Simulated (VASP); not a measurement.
A run of VASP 6.6.1 is set up as follows.

File INCAR:

```
  ALGO = Fast
  EDIFF = 1E-6
  EDIFFG = -0.005
  ENCUT = 600
  GGA = PE
  IBRION = 2
  ISIF = 3
  ISMEAR = -1
  ISPIN = 2
  LASPH = True
  LCHARG = False
  LMAXMIX = 4
  LORBIT = 11
  LREAL = False
  LWAVE = False
  MAGMOM = 3 0
  NELM = 120
  NSW = 40
  PREC = Accurate
  SIGMA = 0.05
```

File KPOINTS:

```
k-points
0
Gamma
  8 8 8
```

Contents of POSCAR:

```
FeO
1.0
    0.0000000000      2.1554000000      2.1554000000
    2.1554000000      0.0000000000      2.1554000000
    2.1554000000      2.1554000000      0.0000000000
Fe O
1 1
Direct
    0.0000000000      0.0000000000      0.0000000000
    0.5000000000      0.5000000000      0.5000000000
```

Potentials or basis: VASP PAW PBE potentials, release 64 (Fe, O).

Command:

```console
$ cat potpaw_PBE.64/Fe/POTCAR potpaw_PBE.64/O/POTCAR > POTCAR
$ mpirun -np 1 vasp_std > vasp.out
```

Q: Estimate the band gap on the k mesh.

A: None (metal or under the smearing width).

Q: What does it give for the relaxed volume?

A: 10.00 Å³/atom.

Final structure:
```xyz
2
Lattice="0.0000 2.1542 2.1542 2.1542 0.0000 2.1542 2.1542 2.1542 0.0000" Properties=species:S:1:pos:R:3 pbc="T T T"
Fe    2.1542    4.3084    2.1542
O     2.1542    2.1542    2.1542
```

Caveat: a cell with one magnetic atom can't hold antiferromagnetic order, which such compounds often take; semilocal functionals often make such compounds metallic where correlation or magnetic order opens a gap, which also shifts bond lengths. With open d or f shells a metallic result of PBE can be an artefact of self-interaction; +U or a hybrid may open a gap.
